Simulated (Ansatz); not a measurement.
AgI

The computed numbers are results of PBE, scalar-relativistic (no spin polarisation) in the plane-wave PAW code Ansatz at 420 eV, 10×10×10 k-mesh, Gaussian smearing of 0.05 eV; PAW files: Ansatz's generated set soft_2.

```xyz
2
Lattice="0.0000 3.3128 3.3128 3.3128 0.0000 3.3128 3.3128 3.3128 0.0000" Properties=species:S:1:pos:R:3 pbc="T T T"
Ag    0.0000    0.0000    0.0000
I     4.9693    4.9693    4.9693
```

The chain of runs began from a cell as deposited in COD, expanded in volume. Of that entry: the entry's cell lengths or inner coordinates differ somewhat from later room-temperature determinations.

Question: Which orbitals make up the states within about 0.6 eV of each band edge?

Answer: Valence edge: I 5p 67 %, Ag 4d 32 %. Conduction edge: Ag 5s 74 %, I 5s 14 %, I 5p 11 %. Shares are among the projected shells; the gap is 1.34 eV.

Density of states (tetrahedra, averaged over 0.4 eV; states/eV per cell of 2 atoms; energy in eV from the Fermi level):

```tsv
E (eV)	DOS
-4.85	0.9
-4.45	11.0
-4.05	3.2
-3.65	8.5
-3.25	4.1
-2.85	1.3
-2.45	2.0
-2.05	3.2
-1.65	3.1
-1.25	2.2
-0.85	0.7
-0.45	0.0
-0.05	0.0
0.35	0.0
0.75	0.0
1.15	0.1
1.55	0.1
1.95	0.3
2.35	0.8
2.75	1.0
3.15	1.9
3.55	1.3
3.95	0.7
4.35	1.0
4.75	1.8
5.15	1.0
```

Formal charges Ag⁺, I⁻ balance and leave closed shells on every ion, so a band insulator is expected, and the gap is 1.34 eV.

The valence edge mixes anion p with metal states, so the bond is partly covalent and the gap isn't a plain transfer from I to Ag.

Semilocal functionals underestimate band gaps, commonly by a third or more. For elements this heavy, spin–orbit coupling would shift levels and gaps; it isn't included here.
